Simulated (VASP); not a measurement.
# Mn (P6_3/mmc) in VASP: further runs

The runs below take Mn through single point, with PBE.

Program: VASP 6.6.1. These are calculated values, not measurements. Logs are shortened: lines on timing, memory, paths and dates and some standing lists are left out, and cuts for length are marked.

**1. The structure**

Symmetry: P6_3/mmc, No. 194, hexagonal system. The conventional cell has a = 2.484 Å, b = 2.484 Å, c = 4.026 Å, α = 90.00°, β = 90.00°, γ = 120.00°. Mn (site symmetry -6m2) has 12 Mn at 2.47 to 2.48 Å as nearest neighbours.

This isn't the form of Mn at room conditions, which is a 58-atom cubic cell.

**2. Single point, PBE, collinear spin, ferromagnetic start**

Contents of INCAR:

```
PREC = Accurate
ENCUT = 460
EDIFF = 1E-6
ISMEAR = 1
SIGMA = 0.1
LREAL = F
LASPH = T
NELM = 100
ALGO = Normal
ISIF = 2
LWAVE = F
LCHARG = F
ISPIN = 2
MAGMOM = 4 4
LORBIT = 11
LMAXMIX = 4
GGA = PE
ADDGRID = F
```

Contents of KPOINTS:

```
regular mesh
0
Gamma
  4 4 2
```

Contents of POSCAR:

```
Mn
1.0
    2.4836457705      0.0000000000      0.0000000000
   -1.2418228853      2.1509003313      0.0000000000
    0.0000000000      0.0000000000      4.0261950000
Mn
2
Direct
    0.3333333333      0.6666666667      0.2500000000
    0.6666666667      0.3333333333      0.7500000000
```

Potentials or basis: VASP PAW PBE potentials, release 64 (Mn_pv).

Run with:

```bash
$ cat potpaw_PBE.64/Mn_pv/POTCAR > POTCAR
$ mpirun -np 1 vasp_std > vasp.out
```

OUTCAR:

```text
PREC = Accurate
   ENCUT = 460
   EDIFF = 1E-6
   ISMEAR = 1
   LREAL = F
   LASPH = T
   NELM = 100
   ISIF = 2
   ISPIN = 2
   LORBIT = 11
   GGA = PE

 Found      8 irreducible k-points:

 Following reciprocal coordinates:
            Coordinates               Weight
  0.000000  0.000000  0.000000      1.000000
  0.250000  0.000000  0.000000      6.000000
  0.500000  0.000000  0.000000      3.000000
  0.250000  0.250000  0.000000      6.000000
  0.000000  0.000000  0.500000      1.000000
  0.250000  0.000000  0.500000      6.000000
   k-points           NKPTS =      8   k-points in BZ     NKDIM =      8   number of bands    NBANDS=     21
   number of dos      NEDOS =    301   number of ions     NIONS =      2
   total plane-waves  NPLWV =   9072
   dimension x,y,z NGX =    18 NGY =   18 NGZ =   28
   dimension x,y,z NGXF=    36 NGYF=   36 NGZF=   56
   ions per type =               2
   NGX,Y,Z   is equivalent  to a cutoff of  12.05, 12.05, 11.56 a.u.
   NGXF,Y,Z  is equivalent  to a cutoff of  24.10, 24.10, 23.12 a.u.
 SYSTEM =  unknown system
   PREC   = accura    normal or accurate (medium, high low for compatibility)
   ISTART =      0    job   : 0-new  1-cont  2-samecut
   ICHARG =      2    charge: 1-file 2-atom 10-const
   ISPIN  =      2    spin polarized calculation?
   LNONCOLLINEAR =      F non collinear calculations
   LSORBIT =      F    spin-orbit coupling
   LASPH  =      T    aspherical Exc in radial PAW
   ENCUT  =  460.0 eV  33.81 Ry    5.81 a.u.   4.34  4.34  7.04*2*pi/ulx,y,z
   NELM   =    100;   NELMIN=  2; NELMDL= -5     # of ELM steps
   EDIFF  = 0.1E-05   stopping-criterion for ELM
   LREAL  =      F    real-space projection
   EDIFFG = 0.1E-04   stopping-criterion for IOM
   NSW    =      0    number of steps for IOM
   IBRION =     -1    ionic relax: 0-MD 1-quasi-New 2-CG
   NFREE  =      0    steps in history (QN), initial steepest desc. (CG)
   ISIF   =      2    stress and relaxation
   ISYM   =      2    0-nonsym 1-usesym 2-fastsym
   POTIM  = 0.5000    time-step for ionic-motion
   TEBEG  =    0.0;   TEEND  =   0.0 temperature during run
   PSTRESS=    0.0 pullay stress
   NELECT =      26.0000    total number of electrons
   NUPDOWN=      -1.0000    fix difference up-down
   EMIN   =  10.00;   EMAX   =-10.00  energy-range for DOS
   EFERMI =   0.00;   METHOD = LEGACY
   ISMEAR =     1;   SIGMA  =   0.10  broadening in eV -4-tet -1-fermi 0-gaus
   EFERMI_NEDOS =   21; number of points for ismear=-14 and -15
   IALGO  =     38    algorithm
   IMIX   =      4    mixing-type and parameters
     AMIX     =   0.40;   BMIX     =  1.00
     AMIX_MAG =   1.60;   BMIX_MAG =  1.00
  volume/ion in A,a.u.               =      10.75        72.57
  Fermi-wavevector in a.u.,A,eV,Ry     =   1.743938  3.295565 41.379665  3.041320
  Thomas-Fermi vector in A             =   2.815914
   LORBIT       =     11    0 simple, 1 ext, 2 COOP (PROOUT), +10 PAW based schemes
   GGA     = PE    functional components
   LHFCALC =     F    Hartree Fock is set to
   AEXX    =    0.0000 exact exchange contribution
   IVDW    =     0    specifies the selected vdW correction
   LEPSILON=     F    determine dielectric tensor
   LRPA    =     F    only Hartree local field effects (RPA)
 spin polarized calculation
 Methfessel and Paxton  Order N= 1 SIGMA  =   0.10
  energy-cutoff  :      460.00
  volume of cell :       21.51
 maximum number of plane-waves:       513
 NGX is ok and might be reduce to    18
   NGX =  9   NGY =  9   NGZ = 15

 number of electron      26.0000013 magnetization       1.2810289

 Free energy of the ion-electron system (eV)
  ---------------------------------------------------
  ext. energy  EPLUGINS =         0.00000000
  ---------------------------------------------------
  free energy    TOTEN  =       -17.84998358 eV

  energy without entropy =      -17.85086609  energy(sigma->0) =      -17.85027775

 E-fermi :  10.5375     XC(G=0): -14.0003

 val. band max:       10.4713451468   @ k =   0.2500   0.0000   0.0000
 cond. band min:      10.5410269068   @ k =   0.2500   0.0000   0.0000
 fundamental gap:      0.0696817600
 Fermi energy:        10.5375498061

 spin component 1

 k-point     1 :       0.0000    0.0000    0.0000
  band No.  band energies     occupation
      1     -38.1057      1.00000
      2     -37.4833      1.00000
      3     -37.4833      1.00000
      4     -37.3804      1.00000
      5     -37.3804      1.00000
      6     -37.3391      1.00000
[... 13 lines left out ...]
     20      31.1262      0.00000
     21      34.3537      0.00000

 k-point     2 :       0.2500    0.0000    0.0000
  band No.  band energies     occupation
      1     -37.9668      1.00000
      2     -37.7664      1.00000
      3     -37.6623      1.00000
      4     -37.5691      1.00000
      5     -37.4254      1.00000
      6     -37.3980      1.00000
[... 13 lines left out ...]
     20      24.8472      0.00000
     21      29.7072      0.00000

 k-point     3 :       0.5000    0.0000    0.0000
  band No.  band energies     occupation
      1     -38.0534      1.00000
      2     -37.9275      1.00000
      3     -37.7650      1.00000
      4     -37.6500      1.00000
      5     -37.5190      1.00000
      6     -37.4748      1.00000
[... 13 lines left out ...]
     20      22.4190      0.00000
     21      24.7904      0.00000

 k-point     4 :       0.2500    0.2500    0.0000
  band No.  band energies     occupation
      1     -37.9311      1.00000
      2     -37.8757      1.00000
      3     -37.7680      1.00000
      4     -37.7068      1.00000
      5     -37.5989      1.00000
      6     -37.5159      1.00000
[... 13 lines left out ...]
     20      21.3656      0.00000
     21      22.7401      0.00000

 k-point     5 :       0.0000    0.0000    0.5000
  band No.  band energies     occupation
      1     -37.7291      1.00000
      2     -37.7291      1.00000
      3     -37.4318      1.00000
      4     -37.4318      1.00000
      5     -37.4318      1.00000
      6     -37.4318      1.00000
[... 13 lines left out ...]
     20      26.9595      0.00000
     21      31.9736      0.00000

 k-point     6 :       0.2500    0.0000    0.5000
  band No.  band energies     occupation
      1     -37.8539      1.00000
      2     -37.8539      1.00000
      3     -37.5449      1.00000
      4     -37.5449      1.00000
      5     -37.4975      1.00000
      6     -37.4975      1.00000
[... 13 lines left out ...]
     20      26.6138      0.00000
     21      28.3873      0.00000

 [... further k-points ...]

 spin component 2

 k-point     1 :       0.0000    0.0000    0.0000
  band No.  band energies     occupation
      1     -37.4755      1.00000
      2     -36.7692      1.00000
      3     -36.7692      1.00000
      4     -36.6928      1.00000
      5     -36.6648      1.00000
      6     -36.6648      1.00000
[... 13 lines left out ...]
     20      31.0957      0.00000
     21      34.3718      0.00000

 k-point     2 :       0.2500    0.0000    0.0000
  band No.  band energies     occupation
      1     -37.3335      1.00000
      2     -37.0594      1.00000
      3     -36.9534      1.00000
      4     -36.8569      1.00000
      5     -36.7528      1.00000
      6     -36.7105      1.00000
[... 13 lines left out ...]
     20      25.1310      0.00000
     21      29.9694      0.00000

 k-point     3 :       0.5000    0.0000    0.0000
  band No.  band energies     occupation
      1     -37.3535      1.00000
      2     -37.2243      1.00000
      3     -37.1272      1.00000
      4     -36.9394      1.00000
      5     -36.8764      1.00000
      6     -36.7609      1.00000
[... 13 lines left out ...]
     20      22.7069      0.00000
     21      25.1060      0.00000

 k-point     4 :       0.2500    0.2500    0.0000
  band No.  band energies     occupation
      1     -37.2281      1.00000
      2     -37.1712      1.00000
      3     -37.1304      1.00000
      4     -36.9982      1.00000
      5     -36.8879      1.00000
      6     -36.8731      1.00000
[... 13 lines left out ...]
     20      21.7195      0.00000
     21      23.0436      0.00000

 k-point     5 :       0.0000    0.0000    0.5000
  band No.  band energies     occupation
      1     -37.0912      1.00000
      2     -37.0912      1.00000
      3     -36.7170      1.00000
      4     -36.7170      1.00000
      5     -36.7170      1.00000
      6     -36.7170      1.00000
[... 13 lines left out ...]
     20      27.1532      0.00000
     21      31.9826      0.00000

 k-point     6 :       0.2500    0.0000    0.5000
  band No.  band energies     occupation
      1     -37.1848      1.00000
      2     -37.1848      1.00000
      3     -36.8669      1.00000
      4     -36.8669      1.00000
      5     -36.7840      1.00000
      6     -36.7840      1.00000
[... 13 lines left out ...]
     20      26.8724      0.00000
     21      28.5763      0.00000

 [... further k-points ...]

------------------------ aborting loop because EDIFF is reached ----------------------------------------

  FORCE on cell =-STRESS in cart. coord.  units (eV):
  Direction    XX          YY          ZZ          XY          YZ          ZX
  --------------------------------------------------------------------------------------
  -------------------------------------------------------------------------------------
  Total        0.0686498      0.0686498     -0.0885750     -0.0000000      0.0000000     -0.0000000
  in kB        5.1138198      5.1138198     -6.5980716     -0.0000000      0.0000000     -0.0000000
  external PRESSURE =       1.2098560 kB  Pullay stress =       0.0000000 kB

 VOLUME and BASIS-vectors are now :
 -----------------------------------------------------------------------------
  energy-cutoff  :      460.00
  volume of cell :       21.51
      direct lattice vectors                 reciprocal lattice vectors
     2.483645770  0.000000000  0.000000000     0.402633907  0.232460795  0.000000000
    -1.241822885  2.150900331  0.000000000     0.000000000  0.464921589  0.000000000
     0.000000000  0.000000000  4.026195000     0.000000000  0.000000000  0.248373464

 POSITION                                       TOTAL-FORCE (eV/Angst)
 -----------------------------------------------------------------------------------
     -0.00000      1.43393      1.00655         0.000000      0.000000      0.000000
      1.24182      0.71697      3.01965        -0.000000     -0.000000      0.000000
 -----------------------------------------------------------------------------------
    total drift:                               -0.000000      0.000000     -0.000000

  FREE ENERGIE OF THE ION-ELECTRON SYSTEM (eV)
  ---------------------------------------------------
  free  energy   TOTEN  =       -17.8499835767 eV

  energy  without entropy=      -17.8508660875  energy(sigma->0) =      -17.85027775

 total charge

# of ion       s       p       d       tot
------------------------------------------
    1        0.428   6.384   5.181  11.993
    2        0.428   6.384   5.181  11.993
--------------------------------------------------
tot          0.857  12.767  10.361  23.985

 magnetization (x)

# of ion       s       p       d       tot
------------------------------------------
    1       -0.002  -0.006   0.639   0.631
    2       -0.002  -0.006   0.639   0.631
--------------------------------------------------
tot         -0.004  -0.013   1.278   1.261
```

It took 18 s on 1 thread of AMD EPYC, shared host; peak memory 0.1 GiB.

The run converged, but some of its settings lie outside the range that counts as converged, so its numbers aren't taken as properties of the crystal.

Results:

| Quantity | Value |
| --- | --- |
| Free energy | -17.8500 eV |
| Pressure | 0.1 GPa |
| Band gap on the k mesh | none (metal or under the smearing width) |
| Net moment | 1.28 μB per cell |
| Site moments | Mn +0.63 μB |
| Valence electrons inside the program's atomic spheres | Mn 11.99 |

Caveat: the k mesh is coarse (spacing up to 0.78 Å⁻¹), so the values aren't converged; the moment fell far below its start of 4 μB, so a state of higher moment may lie lower in energy.

**3. Single point, PBE, collinear spin, ferromagnetic start**

INCAR is that of step 2.

KPOINTS is that of step 2.

Contents of POSCAR:

```
Mn
1.0
    2.4836457705      0.0000000000      0.0000000000
   -1.2418228853      2.1509003313      0.0000000000
    0.0000000000      0.0000000000      4.0261950000
Mn
2
Direct
    0.3276130000      0.6533230000      0.2419640000
    0.6727760000      0.3616470000      0.7542400000
```

Potentials or basis: VASP PAW PBE potentials, release 64 (Mn_pv).

Run with:

```bash
$ cat potpaw_PBE.64/Mn_pv/POTCAR > POTCAR
$ mpirun -np 1 vasp_std > vasp.out
```

OUTCAR:

```text
PREC = Accurate
   ENCUT = 460
   EDIFF = 1E-6
   ISMEAR = 1
   LREAL = F
   LASPH = T
   NELM = 100
   ISIF = 2
   ISPIN = 2
   LORBIT = 11
   GGA = PE

 Found     20 irreducible k-points:

 Following reciprocal coordinates:
            Coordinates               Weight
  0.000000  0.000000  0.000000      1.000000
  0.250000  0.000000  0.000000      2.000000
  0.000000  0.250000  0.000000      2.000000
 -0.250000  0.250000  0.000000      2.000000
  0.500000  0.000000  0.000000      1.000000
  0.000000  0.500000  0.000000      1.000000
[... 379 lines left out ...]
  external PRESSURE =      11.0377861 kB  Pullay stress =       0.0000000 kB

 VOLUME and BASIS-vectors are now :
 -----------------------------------------------------------------------------
  energy-cutoff  :      460.00
  volume of cell :       21.51
      direct lattice vectors                 reciprocal lattice vectors
     2.483645770  0.000000000  0.000000000     0.402633907  0.232460795  0.000000000
    -1.241822885  2.150900331  0.000000000     0.000000000  0.464921589  0.000000000
     0.000000000  0.000000000  4.026195000     0.000000000  0.000000000  0.248373464

 POSITION                                       TOTAL-FORCE (eV/Angst)
 -----------------------------------------------------------------------------------
      0.00236      1.40523      0.97419        -0.054407      0.088570      0.585991
      1.22184      0.77787      3.03672         0.054407     -0.088570     -0.585991
 -----------------------------------------------------------------------------------
    total drift:                                0.000196     -0.000109     -0.000056

  FREE ENERGIE OF THE ION-ELECTRON SYSTEM (eV)
  ---------------------------------------------------
  free  energy   TOTEN  =       -17.8281180762 eV

  energy  without entropy=      -17.8301575570  energy(sigma->0) =      -17.82879790

 total charge

# of ion       s       p       d       tot
------------------------------------------
    1        0.429   6.383   5.184  11.997
    2        0.429   6.383   5.184  11.997
--------------------------------------------------
tot          0.859  12.766  10.369  23.994

 magnetization (x)

# of ion       s       p       d       tot
------------------------------------------
    1       -0.002  -0.004   0.683   0.677
    2       -0.002  -0.004   0.683   0.677
--------------------------------------------------
tot         -0.004  -0.009   1.367   1.355
```

It took 36 s on 1 thread of AMD EPYC, shared host; peak memory 0.1 GiB.

The run converged, but some of its settings lie outside the range that counts as converged, so its numbers aren't taken as properties of the crystal.

Results:

* Free energy: -17.8281 eV
* Pressure: 1.1 GPa
* Largest force: 0.595 eV/Å
* Band gap on the k mesh: none (metal or under the smearing width)
* Net moment: 1.38 μB per cell
* Site moments: Mn +0.68 μB
* Valence electrons inside the program's atomic spheres: Mn 12.00

Caveat: the k mesh is coarse (spacing up to 0.78 Å⁻¹), so the values aren't converged; the moment fell far below its start of 4 μB, so a state of higher moment may lie lower in energy.

**4. Single point, PBE, collinear spin, ferromagnetic start**

Edit INCAR of step 3 so:

```diff
@@ -1,3 +1,3 @@
 PREC = Accurate
-ENCUT = 460
+ENCUT = 280
 EDIFF = 1E-6
```

Contents of KPOINTS:

```
regular mesh
0
Gamma
  5 5 3
```

Contents of POSCAR:

```
Mn
1.0
    2.4836457705      0.0000000000      0.0000000000
   -1.2418228853      2.1509003313      0.0000000000
    0.0000000000      0.0000000000      4.0261950000
Mn
2
Direct
    0.3333333333      0.6666666667      0.2500000000
    0.6666666667      0.3333333333      0.7500000000
```

Run with:

```bash
$ cat potpaw_PBE.64/Mn_pv/POTCAR > POTCAR
$ mpirun -np 1 vasp_std > vasp.out
```

Wall time 16 s (1 thread of AMD EPYC, shared host); peak memory 0.09 GiB.

The run converged, but some of its settings lie outside the range that counts as converged, so its numbers aren't taken as properties of the crystal.

Results:

- Free energy: -17.9264 eV
- Band gap on the k mesh: none (metal or under the smearing width)
- Net moment: -0.12 μB per cell
- Site moments: Mn -0.06 μB
- Valence electrons inside the program's atomic spheres: Mn 11.99

Caveat: the k mesh is coarse (spacing up to 0.58 Å⁻¹), so the values aren't converged; the cutoff is under 1.25 times the usual one of these potentials, so pressure, stress and relaxed cells hold a basis-set (Pulay) error; the starting moments collapsed, and a magnetic state may lie lower.
